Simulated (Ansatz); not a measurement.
Crystal: Hf.

```
Hf
1.0
     3.19670    0.00000    0.00000
    -1.59835    2.76842    0.00000
     0.00000    0.00000    5.05780
Hf
2
Direct
  0.66667 0.33333 0.75000
  0.33333 0.66667 0.25000
```

```yaml
Program: Ansatz 0.2.0
Task: relaxation of cell and atoms
Functional: revPBE
Potentials_or_basis: Ansatz PAW
Cutoff: "420 eV (not typed: the program's choice for these potentials)"
k_mesh: 10 × 10 × 5
Occupations: fermi-dirac, width 0.05 eV
Spin: no spin polarisation
```

At the start: volume 22.38 Å³/atom.

Problem. How do energy, volume and symmetry change on relaxing?

Solution. It ends after 4 steps and the volume is 22.95 Å³/atom (+2.5 %); space group P6_3/mmc (No. 194, to 0.05 Å).

The path:
```
step  energy change (eV)  largest force (eV/Å)  volume (Å³)
   1              0.0000                0.0000        44.76
   2             -0.0090                0.0000        45.95
   3             -0.0090                0.0000        45.90
   4             -0.0094                0.0000        45.90
```

Final structure:
```cif
data_structure
_symmetry_space_group_name_H-M 'P 1'
_symmetry_Int_Tables_number 1
_cell_length_a 3.2272
_cell_length_b 3.2272
_cell_length_c 5.0886
_cell_angle_alpha 90.000
_cell_angle_beta 90.000
_cell_angle_gamma 120.000
_cell_volume 45.90
loop_
_atom_site_label
_atom_site_type_symbol
_atom_site_fract_x
_atom_site_fract_y
_atom_site_fract_z
_atom_site_occupancy
Hf1 Hf 0.66667 0.33333 0.75000 1
Hf2 Hf 0.33333 0.66667 0.25000 1
```

Caveat: the plane-wave basis is chosen anew once the cell has moved, so the energies of steps on either side of that aren't comparable; the PAW data sets come from PBE, with cores solved anew for the run's functional, which leaves a small shift of forces and pressure.
